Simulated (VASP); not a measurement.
Runs of VASP 6.6.1 on KF. Symmetry: F-43m, No. 216, cubic system. The conventional cell has a = 5.953 Å, b = 5.953 Å, c = 5.953 Å, α = 90.00°, β = 90.00°, γ = 90.00°. K (site symmetry -43m) has 4 F at 2.58 Å as nearest neighbours. F (site symmetry -43m) has 4 K at 2.58 Å as nearest neighbours. The cell was built by a generator and needn't be a form met in nature.

```tsv
potentials or basis	gap on the mesh (eV)	pressure (GPa)	relaxed volume (Å³/atom)
VASP PAW PBE potentials, release 64 (K_sv, F)	5.05	0.1	-
VASP PAW PBE potentials, release 54 (K_sv, F)	5.05	0.1	-
VASP PAW PBE potentials, release 64 (K_sv, F_s)	5.04	0.1	26.45
VASP PAW PBE potentials, release 54 (K_pv, F)	4.94	0.0	(a)
```

Alike in all rows: task relaxation of cell and atoms; level PBE; no spin polarisation; cell relaxed; k mesh 8 × 8 × 8; cutoff (eV) 900; smearing fermi-dirac 0.05 eV.

**Question.** Estimate the missing entries.

**Answer.** (a) 27.35.

Caveats: the relaxation stopped at its first step, so nothing moved (some runs).

A k mesh can miss the band edges.

The runs don't all hold the same shells in valence.
